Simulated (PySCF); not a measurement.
Here is a PySCF 2.14.0 calculation.

The input run.py:

```python
import json
import numpy as np
from pyscf.pbc import gto, scf, dft, df

cell = gto.Cell()
cell.a = '''
  0.0000000000    3.1508500000    3.1508500000
  3.1508500000    0.0000000000    3.1508500000
  3.1508500000    3.1508500000    0.0000000000'''
cell.atom = '''
Te   3.1508500000    3.1508500000    3.1508500000
Sn   0.0000000000    0.0000000000    0.0000000000'''
cell.unit = 'A'
cell.basis = {'Sn': 'DZVP-MOLOPT-HYB-GTH-q4', 'Te': 'DZVP-MOLOPT-HYB-GTH-q6'}
cell.pseudo = {'Sn': 'GTH-HYB-q4', 'Te': 'GTH-HYB-q6'}
cell.ke_cutoff = 50  # hartree
cell.exp_to_discard = 0.02
cell.precision = 1e-08
cell.max_memory = 5880  # MB
cell.verbose = 4
cell.build()

res = {}
kpts = cell.make_kpts([2, 2, 2])
mf = dft.KRKS(cell, kpts, xc='pbe')
mf = mf.density_fit()
mf.with_df._cderi_to_save = 'cderi.h5'
mf.with_df.build(j_only=False)
mf.grids = dft.gen_grid.UniformGrids(cell)
mf.conv_tol = 1e-08
mf.max_cycle = 60

mf.kernel()
res.update(converged=bool(mf.converged), e_tot=mf.e_tot, nelec=cell.nelectron, nao=cell.nao, mesh=list(map(int, cell.mesh)), a=cell.lattice_vectors().tolist(), coords=cell.atom_coords().tolist(),
           mo_energy=[np.real(x).tolist() for x in mf.mo_energy], mo_occ=[np.real(x).tolist() for x in mf.mo_occ])
import h5py
print('fit functions by k pair:', sorted({v['0'].shape[0] for v in h5py.File(mf.with_df._cderi)['j3c'].values()}))
res.update(kpts=cell.get_scaled_kpts(kpts).tolist())
res['parts'] = {k: float(np.real(v)) for k, v in mf.scf_summary.items() if np.isscalar(v)}
json.dump(res, open('results.json', 'w'))
if not mf.converged:
    raise SystemExit('SCF not converged')

print('levels (eV)')
for i, kp in enumerate(res['kpts'][:40]):
    print('k %7.4f %7.4f %7.4f  ' % tuple(kp), ' '.join('%.3f' % (x * 27.211386) for x in res['mo_energy'][i][:10]))

# Mulliken populations
dm, s = np.asarray(mf.make_rdm1()), np.asarray(mf.get_ovlp())
sites = cell.aoslice_by_atom()[:, 2:]
tot = np.einsum('kij,kji->i', dm, s).real / len(kpts)
res['mulliken'] = [cell.atom_charge(i) - tot[a0:a1].sum() for i, (a0, a1) in enumerate(sites)]
print('Mulliken charges', np.round(res['mulliken'], 5))

from pyscf.pbc.gw.krgw_ac import KRGWAC
gw = KRGWAC(mf)
gw.fc = True
orbs = list(range(2, 8))
gw.kernel(orbs=orbs)
res['orbs'] = orbs
res['qp'] = np.asarray(gw.mo_energy).real.tolist()
res['done'] = True
json.dump(res, open('results.json', 'w'))
```

Potentials or basis: DZVP-MOLOPT-HYB/GTH-HYB (UZH) (potentials made for PBE0).

The run is started by

```sh
$ OMP_NUM_THREADS=4 python -u run.py > log
```

Task: Estimate the Mulliken charges.

Result: Te +0.20; Sn -0.20 e.

Task: What does it give for the quasiparticle gap?

Result: 0.13 eV.

Task: Estimate the band gap on the k mesh, mean-field level.

Result: 0.24 eV, direct.

Task: What does it give for the least direct quasiparticle gap?

Result: 0.13 eV.

Caveat: the k mesh is coarse (spacing up to 0.86 Å⁻¹), so the values aren't converged; mesh and basis are far too small for converged many-body values: gaps can be off by tenths of an eV to over 1 eV, and much correlation energy is missing; total energy, band gap and charges are those of the mean-field reference; spin-orbit coupling is left out, which moves the levels of the heavy elements; the basis of atomic orbitals isn't converged, which shifts pressures, moduli and gaps. A k mesh can miss the band edges.
